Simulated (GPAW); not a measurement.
Crystal: CuCl2.

```
CELL_PARAMETERS angstrom
4.52065 0.00000 0.00000
0.00000 4.52065 0.00000
0.00000 0.00000 4.31771
ATOMIC_POSITIONS crystal
Cu 0.00000 0.00000 0.00000
Cl 0.00000 0.50000 0.00000
Cl 0.50000 0.00000 0.00000
```

Measurements of this composition are mostly on another form, of space group No. 12.

- Program: GPAW 26.7.0
- Task: relaxation of cell and atoms
- Functional: PBEsol
- Potentials or basis: PAW data sets generated in the run's folder for this functional
- Cutoff: 600 eV
- Basis: pw
- k mesh: 5 × 5 × 5
- Occupations: fermi-dirac, width 0.05 eV
- Spin: no spin polarisation

At the start: pressure -1.4 GPa; volume 29.41 Å³/atom.

Q: Where does the relaxation end?

A: Over 3 steps the energy falls by 4.5 meV/atom and the volume is 28.65 Å³/atom (-2.6 %); space group P4/mmm (No. 123, to 0.05 Å).

The path:
```csv
step,energy change (eV),largest force (eV/Å),pressure (GPa),volume (Å³)
1,0.0000,0.0000,-1.36,88.24
2,-0.0036,0.0000,-1.18,87.92
3,-0.0134,0.0000,0.06,85.95
```

Final structure:
```
CELL_PARAMETERS angstrom
4.46236 0.00000 0.00000
0.00000 4.46236 0.00000
0.00000 0.00000 4.31657
ATOMIC_POSITIONS crystal
Cu 0.00000 0.00000 0.00000
Cl 0.00000 0.50000 0.00000
Cl 0.50000 0.00000 0.00000
```

Caveat: with this Cu data set, volumes or pressures lay over 1.5 % or 2 GPa off other programs in two to four cells of ten; later steps reuse the first step's grids; this functional lacks dispersion, which binds the layers, so the pressure and a relaxed spacing across them are unreliable; an odd number of electrons without spin polarisation forces a metal; a magnetic or distorted state may lie lower; the run has no spin polarisation, though such a crystal can be magnetic.
